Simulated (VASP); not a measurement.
Set up this calculation in VASP 6.6.1, as the native input.

- Task: relaxation of cell and atoms
- Functional: PBEsol
- Dispersion: D3(BJ)
- Potentials or basis: VASP PAW PBE potentials, release 64 (W_sv, S)
- Cutoff: 350 eV
- k mesh: 12 × 12 × 12
- Occupations: gaussian, width 0.02 eV
- Spin: no spin polarisation
- Further INCAR settings: ALGO = Normal; EDIFF = 1e-07; IBRION = 2; EDIFFG = -0.002; NSW = 80; ISIF = 3

The structure of WS2 lies in POSCAR:

```
WS2
1.0
    1.5790000000      0.9116360800      6.1633333300
   -1.5790000000      0.9116360800      6.1633333300
    0.0000000000     -1.8232721500      6.1633333300
W S
1 2
Direct
    0.0000000000      0.0000000000      0.0000000000
    0.2497000000      0.2497000000      0.2497000000
    0.4190000000      0.4190000000      0.4190000000
```

Measurements of this composition are mostly on another form, of space group No. 194.

These files were run (other wordings do the same):

INCAR

```
ALGO     = Normal         # electronic algorithm
EDIFF    = 1E-7           # SCF threshold, eV
EDIFFG   = -0.002         # ionic threshold
ENCUT    = 350            # plane-wave cutoff, eV
GGA      = PS             # functional
IBRION   = 2              # ionic algorithm
ISIF     = 3              # what is computed and relaxed
ISMEAR   = 0              # smearing method
IVDW     = 12             # dispersion correction
LASPH    = True           # aspherical terms in the spheres
LCHARG   = False          # write CHGCAR
LREAL    = False          # projectors in reciprocal space
LWAVE    = False          # write WAVECAR
NELM     = 100            # most SCF steps
NSW      = 80             # ionic steps
PREC     = Accurate       # precision mode
SIGMA    = 0.02           # smearing width, eV
```

KPOINTS

```
k-points
0
Gamma
  12 12 12
```

Potentials or basis: VASP PAW PBE potentials, release 64 (W_sv, S).

The run is started by

```console
$ cat potpaw_PBE.64/W_sv/POTCAR potpaw_PBE.64/S/POTCAR > POTCAR
$ mpirun -np 1 vasp_std > vasp.out
```

Results of the run:

```
Relaxed volume                         : 16.42 Å³/atom
Relaxed cell                           : a = 6.114 Å, b = 6.114 Å, c = 6.114 Å, α = 29.57°, β = 29.57°, γ = 29.57°
Space group after relaxing (to 0.05 Å) : R3m (No. 160)
Energy gained by relaxing              : 19.1 meV/atom
Ionic steps                            : 17
Pressure after relaxing                : 0.0 GPa
Band gap on the k mesh                 : 0.72 eV, indirect (least direct gap 2.03 eV)
Dispersion energy per atom             : -0.418 eV
```

Caveat: the PAW data sets were made with another functional, which shifts forces and pressure a little; spin-orbit coupling is left out, which moves the levels of the heavy elements.

Run time: 16 min on 1 thread of Intel(R) Xeon(R) 6975P-C (Granite Rapids) (shared host), peak memory 0.31 GiB.
